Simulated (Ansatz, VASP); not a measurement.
## AlIn7As8 (random alloy of the zinc-blende AlAs-InAs line, x = 0.875) in two plane-wave programs

Wanted: the spread between two codes on one cell, functional and k mesh. Of the first pair: The structure shown is the start of the Ansatz relaxation below; VASP solves that cell, so the two are compared at the walk's first step.

Main program and level: Ansatz 0.2.0; plane waves, with VASP 6.6.1 beside it; PBE.

## (1) The starting structure

The cell holds 64 atoms: 28 In, 32 As and 4 Al. Cell: a = 12.265 Å, b = 12.265 Å, c = 12.265 Å, α = 90.0°, β = 90.0°, γ = 90.0°. It derives from AlAs (zinc-blende AlAs-InAs), repeated 2×2×2. Zinc-blende AlAs-InAs: 64 atoms, 28 of 32 Al sites given to In at random, cell and internal coordinates interpolated linearly between the end members (Vegard's rule); (so at first; earlier steps may have moved the atoms), displaced by a Gaussian of 0.02 A. Lattice constants are starting values near those of PBE.

## (2) Ansatz: relaxation, PBE

Ansatz runs on its default PAW (the set named soft_2) files.

The two programs are compared at the cell with which this relaxation starts, whose forces are those of its first step.

input.yaml

```yaml
crystal:
  lattice:
    - [12.265, 0.0, 0.0]
    - [0.0, 12.265, 0.0]
    - [0.0, 0.0, 12.265]
  atoms:
    - { symbol: In, position: [0.00265, 0.999, 0.99914] }
    - { symbol: As, position: [0.12325, 0.12641, 0.12125] }
    - { symbol: Al, position: [0.00285, 0.24876, 0.25052] }
    - { symbol: As, position: [0.12459, 0.37738, 0.37164] }
    - { symbol: Al, position: [0.24947, 0.99937, 0.25185] }
    - { symbol: As, position: [0.37321, 0.12472, 0.37357] }
    - { symbol: In, position: [0.25007, 0.25095, 0.99821] }
    - { symbol: As, position: [0.37687, 0.37647, 0.12582] }
    - { symbol: In, position: [0.00147, 0.99889, 0.4998] }
    - { symbol: As, position: [0.12347, 0.12456, 0.62586] }
    - { symbol: In, position: [0.99887, 0.24935, 0.74888] }
    - { symbol: As, position: [0.12362, 0.37391, 0.87498] }
    - { symbol: In, position: [0.24818, 0.00038, 0.75271] }
    - { symbol: As, position: [0.37621, 0.12469, 0.87355] }
    - { symbol: In, position: [0.24878, 0.25276, 0.50008] }
    - { symbol: As, position: [0.37396, 0.37531, 0.62842] }
    - { symbol: In, position: [0.0002, 0.50101, 0.00049] }
    - { symbol: As, position: [0.12443, 0.62314, 0.12443] }
    - { symbol: In, position: [0.99966, 0.75096, 0.25137] }
    - { symbol: As, position: [0.12652, 0.87547, 0.37644] }
    - { symbol: In, position: [0.24877, 0.50204, 0.25084] }
    - { symbol: As, position: [0.37451, 0.6258, 0.37488] }
    - { symbol: In, position: [0.25185, 0.75248, 0.00356] }
    - { symbol: As, position: [0.37272, 0.87265, 0.12418] }
    - { symbol: In, position: [0.00026, 0.50143, 0.50051] }
    - { symbol: As, position: [0.1217, 0.6245, 0.62635] }
    - { symbol: In, position: [0.00038, 0.75124, 0.74964] }
    - { symbol: As, position: [0.12467, 0.8753, 0.87567] }
    - { symbol: In, position: [0.25032, 0.50019, 0.74891] }
    - { symbol: As, position: [0.37562, 0.6252, 0.87684] }
    - { symbol: In, position: [0.25196, 0.7503, 0.49939] }
    - { symbol: As, position: [0.37396, 0.87569, 0.62513] }
    - { symbol: Al, position: [0.49944, 7.0e-05, 0.99899] }
    - { symbol: As, position: [0.62614, 0.12427, 0.127] }
    - { symbol: In, position: [0.50066, 0.25097, 0.24821] }
    - { symbol: As, position: [0.62528, 0.37621, 0.37344] }
    - { symbol: In, position: [0.74957, 5.0e-05, 0.24776] }
    - { symbol: As, position: [0.87551, 0.12638, 0.3736] }
    - { symbol: In, position: [0.75057, 0.24786, 0.99994] }
    - { symbol: As, position: [0.87237, 0.37683, 0.12567] }
    - { symbol: Al, position: [0.49996, 0.99874, 0.50208] }
    - { symbol: As, position: [0.62821, 0.12197, 0.62702] }
    - { symbol: In, position: [0.50265, 0.25055, 0.74804] }
    - { symbol: As, position: [0.62641, 0.3747, 0.87402] }
    - { symbol: In, position: [0.74799, 0.0009, 0.75129] }
    - { symbol: As, position: [0.87398, 0.12585, 0.87313] }
    - { symbol: In, position: [0.75131, 0.25008, 0.4997] }
    - { symbol: As, position: [0.87483, 0.37642, 0.62622] }
    - { symbol: In, position: [0.50086, 0.50022, 0.00013] }
    - { symbol: As, position: [0.62601, 0.62538, 0.12611] }
    - { symbol: In, position: [0.49949, 0.74603, 0.25169] }
    - { symbol: As, position: [0.62857, 0.87572, 0.37484] }
    - { symbol: In, position: [0.74978, 0.49981, 0.25003] }
    - { symbol: As, position: [0.87317, 0.62416, 0.37337] }
    - { symbol: In, position: [0.75041, 0.74952, 0.00081] }
    - { symbol: As, position: [0.87472, 0.87661, 0.12535] }
    - { symbol: In, position: [0.50357, 0.49691, 0.49895] }
    - { symbol: As, position: [0.62647, 0.62912, 0.62459] }
    - { symbol: In, position: [0.50007, 0.74963, 0.75217] }
    - { symbol: As, position: [0.62453, 0.87611, 0.87448] }
    - { symbol: In, position: [0.74792, 0.50051, 0.75082] }
    - { symbol: As, position: [0.87711, 0.62482, 0.87399] }
    - { symbol: In, position: [0.75092, 0.75039, 0.50046] }
    - { symbol: As, position: [0.87488, 0.87689, 0.6256] }
kpoints:
  mp_grid: { grid: [1, 1, 1] }
hamiltonian:
  xc: pbe
scf:
  occupations: { method: fermi_dirac, width: 0.025 }
output:
  forces: true
relax:
  f_tol: 0.04
  max_steps: 150
  cell: {}
```

Launch:

```sh
> ansatz run input.yaml --threads 4 --pin off --max-ram 8192MiB --backend cpu --events-out ev --progress --plain --runs-dir out
```

Numbers of over 12 decimals in the logs are rounded to 6 here.

Log:

```text
Engine: ansatz 0.2.0, aarch64-unknown-linux-gnu
Pseudopotentials: kind: paw
Pseudopotential: In, paw, valence charge 13, recommended cutoff 420 eV (normal), In.paw.azcp
Pseudopotential: As, paw, valence charge 15, recommended cutoff 420 eV (normal), As.paw.azcp
Pseudopotential: Al, paw, valence charge 3, recommended cutoff 420 eV (normal), Al.paw.azcp
Functional definition: PBE
  parameter kappa = 0.804
  parameter beta = 0.066725
  exchange = pbe_x(kappa = kappa, mu = beta*pi^2/3)
  correlation = pbe_c(beta = beta)
Crystal: 64 atoms, lattice volume = 1845.027 Å³
Basis set: ecut = 420 eV, 36137 PW (Γ), exchange–correlation on 180×180×180 points (8 copies of the dense FFT grid, shifted against one another)
Bands: 514, of which v1, the nominal top of the filled ones, is band 428 counted from 1 (427 counted from 0)
Symmetry: 1 space group operations
Space group: P1 (ITA 1), of the structure as read, at distance tolerance 1.2e-4 Å
k-points: 1
Non-local potential: In, projectors of the file, l = 0: 2, l = 1: 2, l = 2: 2, l = 3: 2
Non-local potential: As, projectors of the file, l = 0: 2, l = 1: 2, l = 2: 3, l = 3: 1
Non-local potential: Al, projectors of the file, l = 0: 2, l = 1: 2, l = 2: 1
PAW form: soft (Blöchl's): semilocal exchange-correlation on the pseudo side does not see the compensation charge
PAW one-centre angular grid: In, 590 points (default); XC on 64 Gauss nodes
PAW one-centre angular grid: As, 590 points (default); XC on 64 Gauss nodes
PAW one-centre angular grid: Al, 110 points (default); XC on 64 Gauss nodes
Initial density: superposition of atomic densities (neutral atoms: chi_scale 0, normalization atom), corrected by the library's trained network
Initial wavefunctions: pseudopotential atomic-orbital guess
Functional: x = pbe(κ = 0.804, μ = 0.219515), c = pbe(β = 0.066725)
SCF iter   1: F=—  HF=-314297.478694 eV  |F-HF|=—  |Δ(HF+E_count)|=         —  Δρ=1.48e-3  dr2=9.51e-2  ethr=1.77e-3  ⟨swp⟩=6.0  Hψ=1859  notcnv=0  defer=15
preconditioner: auto → LDOS  [insulator: Δε(μ)=0.849 eV  Ē_g=13.300 eV  σ=0.025 eV  W_gap=0.51  n_scr=436 (ndim 8)  ℏωp=20.0 eV  f_vac=0.108  D(μ)=50.33/eV (n_scr^D=340)  ε∞_Penn≈3.3  β→1.0]
SCF iter   2: F=—  HF=-314297.412472 eV  |F-HF|=—  |Δ(HF+E_count)|=   6.62e-2  Δρ=7.83e-4  dr2=9.98e-3  ethr=1.11e-5  ⟨swp⟩=2.0  Hψ=865  notcnv=0  defer=81
SCF iter   3: F=—  HF=-314297.412994 eV  |F-HF|=—  |Δ(HF+E_count)|=   5.23e-4  Δρ=4.67e-4  dr2=4.89e-3  ethr=1.17e-6  ⟨swp⟩=2.0  Hψ=862  notcnv=0  defer=81
SCF iter   4: F=—  HF=-314297.411602 eV  |F-HF|=—  |Δ(HF+E_count)|=   1.39e-3  Δρ=1.67e-4  dr2=1.22e-3  ethr=5.72e-7  ⟨swp⟩=2.0  Hψ=840  notcnv=0  defer=81
SCF iter   5: F=—  HF=-314297.411441 eV  |F-HF|=—  |Δ(HF+E_count)|=   1.61e-4  Δρ=7.34e-5  dr2=4.56e-4  ethr=1.42e-7  ⟨swp⟩=2.0  Hψ=702  notcnv=0  defer=81
SCF iter   6: F=—  HF=-314297.411325 eV  |F-HF|=—  |Δ(HF+E_count)|=   1.17e-4  Δρ=3.60e-5  dr2=1.23e-4  ethr=5.33e-8  ⟨swp⟩=2.0  Hψ=862  notcnv=0  defer=81
SCF iter   7: F=—  HF=-314297.411309 eV  |F-HF|=—  |Δ(HF+E_count)|=   1.51e-5  Δρ=1.60e-5  dr2=9.86e-6  ethr=1.43e-8  ⟨swp⟩=2.0  Hψ=541  notcnv=0  defer=81
SCF iter   8: F=—  HF=-314297.413145 eV  |F-HF|=—  |Δ(HF+E_count)|=   1.84e-3  Δρ=6.02e-6  dr2=2.43e-6  ethr=1.15e-9  ⟨swp⟩=2.0  Hψ=862  notcnv=0  defer=81
SCF iter   9: F=—  HF=-314297.413145 eV  |F-HF|=—  |Δ(HF+E_count)|=   1.65e-7  Δρ=2.93e-6  dr2=9.29e-7  ethr=2.84e-10  ⟨swp⟩=2.0  Hψ=804  notcnv=0  defer=81
SCF iter  10: F=—  HF=-314297.413145 eV  |F-HF|=—  |Δ(HF+E_count)|=   1.13e-7  Δρ=1.68e-6  dr2=3.47e-7  ethr=1.09e-10  ⟨swp⟩=2.0  Hψ=495  notcnv=0  defer=81
SCF iter  11: F=-314297.413145 eV  HF=-314297.413145 eV  |F-HF|=4.22e-8  |Δ(HF+E_count)|=   5.37e-8  Δρ=8.64e-7  dr2=5.12e-8  ethr=1.17e-11  ⟨swp⟩=2.0  Hψ=1380  notcnv=0
SCF 1 converged in 11 iterations: F = -314297.413145 eV  dr2 = 5.12e-8
  greatest PAW one-centre occupation: 0.999 electrons in one spin orbital (limit 2), on the As atom at site 15 (counted from 0), in its partial waves of l = 2
relax step   1: F+E_penalty+E_count = -314297.41314503 eV  Δ(F+E_penalty+E_count) = +0.000e0 eV  max|allowed force component| = 1.447e0 eV/Å  Δτ_max = 0.0000 Å  P = +0.986 GPa  Ω = 1845.027 Å³  (11 SCF iters, dr2 threshold 1.00e-7 eV, accepted)
Crystal: 64 atoms, lattice volume = 1884.374 Å³
Basis set: ecut = 420 eV, 36933 PW (Γ), exchange–correlation on 180×180×180 points (8 copies of the dense FFT grid, shifted against one another)
Initial density: handed on by an earlier stage of this run
Initial wavefunctions: those handed on with the density
iter 1 solved again at ethr=4.81e-5 eV; its pass at ethr=3.10e-3 eV (dr2=4.12e-1 eV) is discarded
SCF iter   1: F=—  HF=-314298.934511 eV  |F-HF|=—  |Δ(HF+E_count)|=         —  Δρ=4.86e-3  dr2=4.15e-1  ethr=4.81e-5  ⟨swp⟩=10.0  Hψ=2344  notcnv=0
[...]
atom  12  As    -0.00363688     0.00235536    -0.00151861
  atom  13  In     0.00727608     0.00022338     0.00270859
  atom  14  As     0.00015907    -0.00434740    -0.00239805
  atom  15  In     0.00619870    -0.00311696    -0.00355695
  atom  16  As     0.00322025     0.00336198    -0.00688190
  atom  17  In     0.00161051    -0.00302586    -0.00181850
  atom  18  As    -0.00777842     0.00756224    -0.00060172
  atom  19  In     0.00952715    -0.00111298     0.00213106
  atom  20  As    -0.00405393     0.00309180    -0.00484040
  atom  21  In    -0.00050298    -0.00883289     0.00588370
  atom  22  As     0.00149309     0.00583542     0.00008422
  atom  23  In     0.00534826     0.00529951     0.00903608
  atom  24  As    -0.00692430     0.00150522    -0.00091350
  atom  25  In     0.00279812    -0.00330381    -0.00143739
  atom  26  As     0.00038408     0.00382095    -0.00128561
  atom  27  In     0.00516162    -0.00091057     0.00047923
  atom  28  As    -0.00416015     0.00020623     0.00053388
  atom  29  In    -0.00247481     0.00119481     0.00638912
  atom  30  As    -0.00050649    -0.00060413    -0.00478866
  atom  31  In    -0.00042287    -0.00815639     0.00570350
  atom  32  As     0.00193602     0.00534810    -0.00002566
  atom  33  Al     0.01022438    -0.00223125     0.00059544
  atom  34  As    -0.00705200    -0.00443933    -0.00761625
  atom  35  In     0.00001652    -0.00531463     0.01243131
[...]
atom  57  In    -0.00135667    -0.00415005     0.00757679
  atom  58  As    -0.00496905    -0.00189581    -0.00102660
  atom  59  In    -0.00137495     0.00088980     0.00000571
  atom  60  As    -0.00700564     0.00672090     0.00234692
  atom  61  In     0.00034846     0.00021478     0.00145231
  atom  62  As    -0.00160141     0.00170482    -0.00196057
  atom  63  In     0.00407493     0.00346403    -0.00147389
  atom  64  As    -0.00226356     0.00003091    -0.00309290
  max |Σ_I F_I| component: 4.64e-7 eV/Å
--- Stress (GPa, compression-positive) ---
        0.014763      -0.011059       0.004281
       -0.011059      -0.007548      -0.001351
        0.004281      -0.001351       0.005647
  P = ⅓ Tr σ = 0.0043 GPa (0.043 kbar)
--- Relaxed structure (6 steps of the walk, 6 accepted, 1 SCFs on fresh bases) ---
  F+E_penalty+E_count = -314298.99311950 eV   max|allowed force component| = 1.279e-2 eV/Å   (the final SCF, on the basis selected at the relaxed cell)
  cell:  # Å, volume = 1868.5678 Å³
    - [12.265631, 0.052837, -0.032004]
    - [0.052837, 12.343413, 0.016985]
    - [-0.032004, 0.016985, 12.342283]
  atoms:
    - { symbol: In, position: [0.00291685, 1.002493, 1.005872] }
    - { symbol: As, position: [0.126704, 0.124868, 0.140399] }
    - { symbol: Al, position: [0.00292425, 0.247063, 0.251083] }
    - { symbol: As, position: [0.119001, 0.367304, 0.367792] }
    - { symbol: Al, position: [0.252858, 1.002235, 0.251046] }
    - { symbol: As, position: [0.375087, 0.111204, 0.374677] }
    - { symbol: In, position: [0.250305, 0.244809, 1.005606] }
    - { symbol: As, position: [0.375519, 0.374365, 0.125209] }
    - { symbol: In, position: [0.00268897, 1.002270, 0.495993] }
    - { symbol: As, position: [0.126224, 0.125195, 0.625235] }
    - { symbol: In, position: [1.000350, 0.249396, 0.751171] }
    - { symbol: As, position: [0.126850, 0.373354, 0.876046] }
    - { symbol: In, position: [0.254860, -0.000169534, 0.750986] }
    - { symbol: As, position: [0.380845, 0.118959, 0.882763] }
    - { symbol: In, position: [0.250677, 0.245291, 0.496183] }
    - { symbol: As, position: [0.373922, 0.372677, 0.623237] }
    - { symbol: In, position: [0.000491346, 0.496659, 0.00340316] }
    - { symbol: As, position: [0.126259, 0.626922, 0.123446] }
    - { symbol: In, position: [1.002903, 0.752333, 0.250853] }
    - { symbol: As, position: [0.133201, 0.883419, 0.366029] }
    - { symbol: In, position: [0.248290, 0.497307, 0.250789] }
    - { symbol: As, position: [0.374325, 0.625725, 0.372439] }
    - { symbol: In, position: [0.252825, 0.755288, 0.00293936] }
    - { symbol: As, position: [0.373536, 0.891147, 0.125296] }
    - { symbol: In, position: [0.000585794, 0.497626, 0.498029] }
    - { symbol: As, position: [0.125987, 0.626893, 0.621352] }
    - { symbol: In, position: [0.000245245, 0.749914, 0.750488] }
    - { symbol: As, position: [0.125104, 0.877665, 0.874234] }
    - { symbol: In, position: [0.250519, 0.499624, 0.750219] }
    - { symbol: As, position: [0.374580, 0.628121, 0.874312] }
    - { symbol: In, position: [0.252583, 0.754422, 0.497907] }
    - { symbol: As, position: [0.381756, 0.882799, 0.617150] }
    - { symbol: Al, position: [0.497387, 0.000274282, 1.003385] }
    - { symbol: As, position: [0.618133, 0.118704, 0.117306] }
    - { symbol: In, position: [0.497974, 0.242408, 0.250580] }
    - { symbol: As, position: [0.622972, 0.373319, 0.372186] }
    - { symbol: In, position: [0.748160, 0.00232328, 0.250949] }
    - { symbol: As, position: [0.880649, 0.132013, 0.366358] }
    - { symbol: In, position: [0.750512, 0.247341, 1.002860] }
    - { symbol: As, position: [0.882191, 0.365618, 0.131660] }
    - { symbol: Al, position: [0.498636, 0.999802, 0.498399] }
    - { symbol: As, position: [0.617708, 0.118619, 0.615325] }
    - { symbol: In, position: [0.500004, 0.244808, 0.750430] }
    - { symbol: As, position: [0.624939, 0.373651, 0.874365] }
    - { symbol: In, position: [0.745632, -2.5052377768764204e-5, 0.750584] }
    - { symbol: As, position: [0.874860, 0.124190, 0.874457] }
    - { symbol: In, position: [0.749583, 0.246792, 0.498104] }
    - { symbol: As, position: [0.873414, 0.374363, 0.623259] }
    - { symbol: In, position: [0.500630, 0.500390, 0.00112255] }
    - { symbol: As, position: [0.624301, 0.626926, 0.127095] }
    - { symbol: In, position: [0.497870, 0.757160, 0.250611] }
    - { symbol: As, position: [0.619135, 0.883888, 0.380746] }
    - { symbol: In, position: [0.752732, 0.497207, 0.250409] }
    - { symbol: As, position: [0.874913, 0.627809, 0.373962] }
    - { symbol: In, position: [0.747501, 0.751824, 0.00109071] }
    - { symbol: As, position: [0.873690, 0.876472, 0.125315] }
    - { symbol: In, position: [0.500063, 0.499441, 0.500556] }
    - { symbol: As, position: [0.624335, 0.627141, 0.625316] }
    - { symbol: In, position: [0.500184, 0.754972, 0.751303] }
    - { symbol: As, position: [0.616510, 0.883652, 0.882986] }
    - { symbol: In, position: [0.750223, 0.499498, 0.751326] }
    - { symbol: As, position: [0.874559, 0.625528, 0.876343] }
    - { symbol: In, position: [0.748619, 0.752526, 0.500573] }
    - { symbol: As, position: [0.875470, 0.878179, 0.623263] }
```

In the SCF lines HF is the Harris–Foulkes energy and dr2 the Hartree energy of the density residual, in eV; the loop may stop once dr2 is under the threshold and the program's other checks hold. Hψ counts applications of the Hamiltonian.

(Part 1 of 2 ends here.)

[Lines on the potential files, build, host, timing and source positions are cut from VASP's logs without a mark.]

[Logs are printed without paths, hosts, clocks, repeated set-up lines and the standing remarks that a program may print on its own settings, such as how far it seeks lower states.]

[Hosts, paths, dates, database ids (printed as entryN), source tags and the programs' standing remarks are cut or masked in the printed files.]
